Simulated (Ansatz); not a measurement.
What a change of settings does to a run on GaSb

The cell is COD entry 9008847, as deposited and not checked against the literature; nothing was relaxed. It differs from other determinations. The listed cell was then made from it by scaling, straining or moving an atom.

First run: DFT, PBE, PAW with Ansatz's default frozen-core files, scalar-relativistic (Ansatz 0.2.0).

Command: `ansatz run input.yaml --threads 1 --pin off --max-ram 2048MiB --backend cpu --events-out ev --progress --plain --runs-dir out` The run took 20 s on 1 thread of Arm Neoverse V2, on a shared host, peak memory 0.5 GiB.

```yaml
crystal:
  lattice:
    - [0.0, 3.074410677, 3.02841]
    - [3.074410677, 0.0, 3.02841]
    - [3.074410677, 3.074410677, 0.0]
  atoms:
    - { symbol: Ga, position: [0.0, 0.0, 0.0] }
    - { symbol: Sb, position: [0.75, 0.75, 0.75] }
kpoints:
  mp_grid: { grid: [12, 12, 12] }
scf:
  occupations: { method: fermi_dirac, width: 0.08 }
hamiltonian:
  xc: pbe
  pseudopotentials: { kind: paw }
output:
  forces: true
  stress: true
  eigenvalues: true
  efg: { contact_densities: true }
  write_density: true
  write_potential: true
  elf: true
  volumetric_format: npy
```

Result: converged; pressure 2.33 GPa; a gap of under 0.03 eV on the k mesh; 6 SCF iterations.

No spin–orbit coupling, which matters for the heavy atoms here.

A second run of a changed input logged this at its end:

```
Error: inconsistent input (hamiltonian.hubbard.sites[].l, hamiltonian.hubbard.sites[].shell): the file of Sb doesn't list 4f, and it can't be added: PBE doesn't bind the shell 4f of the free atom, whose level lies at +1.08 eV. Type an atom or ion with it (hamiltonian.pseudopotentials.projection_atoms), take another file or name another shell
```

Task: What was wrong with the input?

Result: A U on a shell that isn't there, by this change (others could give a like log):
```diff
@@ -11,7 +11,9 @@
 scf:
   occupations: { method: fermi_dirac, width: 0.08 }
+  max_iter: 60
 hamiltonian:
   xc: pbe
   pseudopotentials: { kind: paw }
+  hubbard: { sites: [{ species: Sb, l: f, u_eff: 4.0 }] }
 output:
   forces: true
@@ -19,7 +21,3 @@
   eigenvalues: true
   efg: { contact_densities: true }
-  write_density: true
-  write_potential: true
-  elf: true
-  volumetric_format: npy
```
